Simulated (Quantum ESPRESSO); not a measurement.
# Al (Fm-3m) in Quantum ESPRESSO: notebook, part 2 of 3

Quantum ESPRESSO 7.5. Earlier steps stand in the parts before.

### Step 4. Band structure, PBE

File pw.in:

```
&CONTROL
  calculation = 'scf'
  prefix = 'pwscf'
  outdir = './tmp'
  pseudo_dir = './pseudo'
  tprnfor = .true.
  tstress = .true.
  disk_io = 'low'
/
&SYSTEM
  ibrav = 0
  A = 2.86350669
  nat = 1
  ntyp = 1
  ecutwfc = 36
  ecutrho = 216
  nbnd = 6
  occupations = 'smearing'
  smearing = 'fd'
  degauss = 0.00367493
/
&ELECTRONS
  conv_thr = 2d-10
  electron_maxstep = 120
  mixing_beta = 0.5
/
ATOMIC_SPECIES
Al    26.9815 Al.GGA_PBE-JTH.UPF
CELL_PARAMETERS alat
   0.0000000000    0.7071067817    0.7071067817
   0.7071067817    0.0000000000    0.7071067817
   0.7071067817    0.7071067817    0.0000000000
ATOMIC_POSITIONS alat
Al     0.0000000000    0.0000000000    0.0000000000
K_POINTS automatic
11 11 11 0 0 0
```

File bands.in:

```
&CONTROL
  calculation = 'bands'
  prefix = 'pwscf'
  outdir = './tmp'
  pseudo_dir = './pseudo'
  disk_io = 'low'
  verbosity = 'high'
/
&SYSTEM
  ibrav = 0
  A = 2.86350669
  nat = 1
  ntyp = 1
  ecutwfc = 36
  ecutrho = 216
  nbnd = 6
  occupations = 'smearing'
  smearing = 'fd'
  degauss = 0.00367493
/
&ELECTRONS
  conv_thr = 1d-08
  electron_maxstep = 120
  mixing_beta = 0.5
  diago_full_acc = .true.
  startingwfc = 'random'
/
ATOMIC_SPECIES
Al    26.9815 Al.GGA_PBE-JTH.UPF
CELL_PARAMETERS alat
   0.0000000000    0.7071067817    0.7071067817
   0.7071067817    0.0000000000    0.7071067817
   0.7071067817    0.7071067817    0.0000000000
ATOMIC_POSITIONS alat
Al     0.0000000000    0.0000000000    0.0000000000
K_POINTS crystal
60
 0.0000000000  0.0000000000  0.0000000000 1
 0.0625000000  0.0000000000  0.0625000000 1
 0.1250000000  0.0000000000  0.1250000000 1
 0.1875000000  0.0000000000  0.1875000000 1
 0.2500000000  0.0000000000  0.2500000000 1
 0.3125000000  0.0000000000  0.3125000000 1
 0.3750000000  0.0000000000  0.3750000000 1
 0.4375000000  0.0000000000  0.4375000000 1
 0.5000000000  0.0000000000  0.5000000000 1
 0.5000000000  0.0625000000  0.5625000000 1
 0.5000000000  0.1250000000  0.6250000000 1
 0.5000000000  0.1875000000  0.6875000000 1
 0.5000000000  0.2500000000  0.7500000000 1
 0.4375000000  0.3125000000  0.7500000000 1
 0.3750000000  0.3750000000  0.7500000000 1
 0.3375000000  0.3375000000  0.6750000000 1
 0.3000000000  0.3000000000  0.6000000000 1
 0.2625000000  0.2625000000  0.5250000000 1
 0.2250000000  0.2250000000  0.4500000000 1
 0.1875000000  0.1875000000  0.3750000000 1
 0.1500000000  0.1500000000  0.3000000000 1
 0.1125000000  0.1125000000  0.2250000000 1
 0.0750000000  0.0750000000  0.1500000000 1
 0.0375000000  0.0375000000  0.0750000000 1
 0.0000000000  0.0000000000  0.0000000000 1
 0.0625000000  0.0625000000  0.0625000000 1
 0.1250000000  0.1250000000  0.1250000000 1
 0.1875000000  0.1875000000  0.1875000000 1
 0.2500000000  0.2500000000  0.2500000000 1
 0.3125000000  0.3125000000  0.3125000000 1
 0.3750000000  0.3750000000  0.3750000000 1
 0.4375000000  0.4375000000  0.4375000000 1
 0.5000000000  0.5000000000  0.5000000000 1
 0.5250000000  0.4500000000  0.5250000000 1
 0.5500000000  0.4000000000  0.5500000000 1
 0.5750000000  0.3500000000  0.5750000000 1
 0.6000000000  0.3000000000  0.6000000000 1
 0.6250000000  0.2500000000  0.6250000000 1
 0.5833333333  0.2500000000  0.6666666667 1
 0.5416666667  0.2500000000  0.7083333333 1
 0.5000000000  0.2500000000  0.7500000000 1
 0.5000000000  0.2857142857  0.7142857143 1
 0.5000000000  0.3214285714  0.6785714286 1
 0.5000000000  0.3571428571  0.6428571429 1
 0.5000000000  0.3928571429  0.6071428571 1
 0.5000000000  0.4285714286  0.5714285714 1
 0.5000000000  0.4642857143  0.5357142857 1
 0.5000000000  0.5000000000  0.5000000000 1
 0.4821428571  0.4821428571  0.5357142857 1
 0.4642857143  0.4642857143  0.5714285714 1
 0.4464285714  0.4464285714  0.6071428571 1
 0.4285714286  0.4285714286  0.6428571429 1
 0.4107142857  0.4107142857  0.6785714286 1
 0.3928571429  0.3928571429  0.7142857143 1
 0.3750000000  0.3750000000  0.7500000000 1
 0.6250000000  0.2500000000  0.6250000000 1
 0.5937500000  0.1875000000  0.5937500000 1
 0.5625000000  0.1250000000  0.5625000000 1
 0.5312500000  0.0625000000  0.5312500000 1
 0.5000000000  0.0000000000  0.5000000000 1
```

Potentials or basis: JTH 2.0 PBE.

On the command line:

```sh
$ OMP_NUM_THREADS=1 pw.x -in pw.in > pw.out
$ OMP_NUM_THREADS=1 pw.x -in bands.in > bands.out
```

pw.out:

```text
This program is part of the open-source Quantum ESPRESSO suite
     for quantum simulation of materials; please cite
         "P. Giannozzi et al., J. Phys.:Condens. Matter 21 395502 (2009);
         "P. Giannozzi et al., J. Phys.:Condens. Matter 29 465901 (2017);
         "P. Giannozzi et al., J. Chem. Phys. 152 154105 (2020);
     in publications or presentations arising from this work. More details at

     file Al.GGA_PBE-JTH.UPF: wavefunction(s)  3S 0S 3P 0P renormalized
     Message from routine setup:
     using ibrav=0 with symmetry is DISCOURAGED, use correct ibrav instead

     G-vector sticks info
     --------------------
     sticks:   dense  smooth     PW     G-vecs:    dense   smooth      PW
     Sum         433     295     97                 5985     3287     645

     Using Slab Decomposition

     bravais-lattice index     =            0
     lattice parameter (alat)  =       5.4112  a.u.
     unit-cell volume          =     112.0408 (a.u.)^3
     number of atoms/cell      =            1
     number of atomic types    =            1
     number of electrons       =         3.00
     number of Kohn-Sham states=            6
     kinetic-energy cutoff     =      36.0000  Ry
     charge density cutoff     =     216.0000  Ry
     scf convergence threshold =      2.0E-10
     mixing beta               =       0.5000
     number of iterations used =            8  plain     mixing
     Exchange-correlation= SLA PW PBX PBC
                           (   1   4   3   4   0   0   0)

     celldm(1)=   5.411243  celldm(2)=   0.000000  celldm(3)=   0.000000
     celldm(4)=   0.000000  celldm(5)=   0.000000  celldm(6)=   0.000000

     crystal axes: (cart. coord. in units of alat)
[... 95 lines left out ...]

     starting charge       2.9977, renormalised to       3.0000

     negative rho (up, down):  7.058E-04 0.000E+00
     Starting wfcs are    8 randomized atomic wfcs

     Self-consistent Calculation

     iteration #  1     ecut=    36.00 Ry     beta= 0.50
     Davidson diagonalization with overlap
     ethr =  1.00E-02,  avg # of iterations =  5.8

     Threshold (ethr) on eigenvalues was too large:
     Diagonalizing with lowered threshold

     Davidson diagonalization with overlap
     ethr =  1.91E-04,  avg # of iterations =  2.4

     negative rho (up, down):  7.095E-04 0.000E+00
[... 40 lines left out ...]
     iteration #  6     ecut=    36.00 Ry     beta= 0.50
     Davidson diagonalization with overlap
     ethr =  1.62E-10,  avg # of iterations =  1.5

     negative rho (up, down):  6.880E-04 0.000E+00

     End of self-consistent calculation

          k = 0.0000 0.0000 0.0000 (   411 PWs)   bands (ev):

    -3.2208  20.4642  20.4642  21.8830  21.8832  21.8832

          k = 0.0643 0.0643-0.0643 (   405 PWs)   bands (ev):
[... 215 lines left out ...]
          k =-0.0000-0.3857 0.6428 (   404 PWs)   bands (ev):

     6.4881   6.7429   8.1465  10.0228  21.7464  24.5689

     the Fermi energy is     7.8861 ev

!    total energy              =     -39.50361697 Ry
     total all-electron energy =       -39.503617 Ry
     estimated scf accuracy    <          4.6E-11 Ry
     smearing contrib. (-TS)   =      -0.00029472 Ry
     internal energy E=F+TS    =     -39.50332224 Ry

     The total energy is F=E-TS. E is the sum of the following terms:
     one-electron contribution =       3.14113830 Ry
     hartree contribution      =       0.00810784 Ry
     xc contribution           =      -2.09947332 Ry
     ewald contribution        =      -5.39208486 Ry
     one-center paw contrib.   =     -35.16101021 Ry

     convergence has been achieved in   6 iterations

     negative rho (up, down):  6.880E-04 0.000E+00

     Forces acting on atoms (cartesian axes, Ry/au):

     atom    1 type  1   force =     0.00000000    0.00000000    0.00000000

     Total force =     0.000000     Total SCF correction =     0.000000

     Computing stress (Cartesian axis) and pressure

     negative rho (up, down):  6.880E-04 0.000E+00
          total   stress  (Ry/bohr**3)                   (kbar)     P=       -5.62
  -0.00003818  -0.00000000  -0.00000000           -5.62       -0.00       -0.00
  -0.00000000  -0.00003818  -0.00000000           -0.00       -5.62       -0.00
  -0.00000000  -0.00000000  -0.00003818           -0.00       -0.00       -5.62

=------------------------------------------------------------------------------=
   JOB DONE.
=------------------------------------------------------------------------------=
```

It took 4.8 s on 1 thread of Arm Neoverse V1, shared host; peak memory 0.09 GiB.

What came out:

```
Free energy            : -537.4741 eV
Pressure               : -0.6 GPa
Band gap on the k mesh : none (metal or under the smearing width)
```

Levels at the corners of the path, in eV from the Fermi level:
```tsv
point	band 1	band 2	band 3	band 4	band 5	band 6
Γ	-11.11	12.58	12.58	12.58	14.00	14.00
X	-2.92	-1.61	5.25	5.55	5.55	9.00
W	-0.85	-0.85	0.17	1.06	15.75	15.75
K	-1.89	-1.36	-0.42	6.52	8.16	15.60
Γ	-11.11	12.58	12.58	12.58	14.00	14.00
L	-4.58	-4.38	11.32	11.32	11.42	11.42
U	-1.89	-1.36	-0.42	6.52	8.16	15.60
W	-0.85	-0.85	0.17	1.06	15.75	15.75
L	-4.58	-4.38	11.32	11.32	11.42	11.42
K	-1.89	-1.36	-0.42	6.52	8.16	15.60
U	-1.89	-1.36	-0.42	6.52	8.16	15.60
X	-2.92	-1.61	5.25	5.55	5.55	9.00
```

Caveat: the cutoff is low for these files, which shifts pressure and relaxed volume.

[end of part 2 of 3]
